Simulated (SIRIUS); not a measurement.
CsSnBr3, 5 atoms in the cell. It takes space group Pm-3m (No. 221, cubic). The conventional cell has a = 5.839 Å, b = 5.839 Å, c = 5.839 Å, α = 90.00°, β = 90.00°, γ = 90.00°. Around Cs (site symmetry m-3m) lie 12 Br at 4.13 Å. Sn (site symmetry m-3m) is surrounded by 6 Br at 2.92 Å. Around Br (site symmetry 4/mmm) lie 2 Sn at 2.92 Å. The cell is a database's computed one.

| Quantity | Value |
| --- | --- |
| Program | SIRIUS 7.12.0 |
| Task | single point |
| Functional | PBEsol |
| Potentials or basis | all-electron FP-LAPW |
| Cutoff | 170 eV |
| Basis | apw+lo standard |
| k mesh | 5 × 5 × 5 |
| Occupations | fermi-dirac, width 0.05 eV |
| Spin | no spin polarisation |
| Muffin tin radii | Br 2.4, Cs 2.54, Sn 2.54 bohr |
| Basis cutoff (gk_cutoff) | 3.54 1/bohr |
| Cutoff of density and potential (pw_cutoff) | 20 1/bohr |
| lmax of the basis | 10 |
| lmax of density and potential | 8 |
| Valence relativity | iora |
| Core states | Br 1s2s2p3s, Cs 1s2s2p3s3p3d4s, Sn 1s2s2p3s3p3d |
| Local orbitals (radial functions) | Br 13, Cs 14, Sn 14 |
| Reference energy of the basis | 0.1 Ha |
| Smallest sphere radius times basis cutoff | 8.5 |
| Start of the SCF | LDA density |

Potentials or basis: all-electron FP-LAPW, apw+lo standard.

Command:

```bash
$ OMP_NUM_THREADS=1 sirius.scf --input=sirius_start.json --output=start.json
$ OMP_NUM_THREADS=1 sirius.scf --input=sirius.json --output=output.json --task=1
```

Hardware: 1 thread of Intel(R) Xeon(R) Processor @ 2.50GHz (Skylake/Cascade Lake) (shared host).

Task: Estimate the wall time of this run.

Result: Run time: 11 min on 1 thread of Intel(R) Xeon(R) Processor @ 2.50GHz (Skylake/Cascade Lake), on a shared host, peak memory 1.2 GiB. Counts: scf iterations 8, k points 10, plane waves 1021, basis 1268, bands 68.
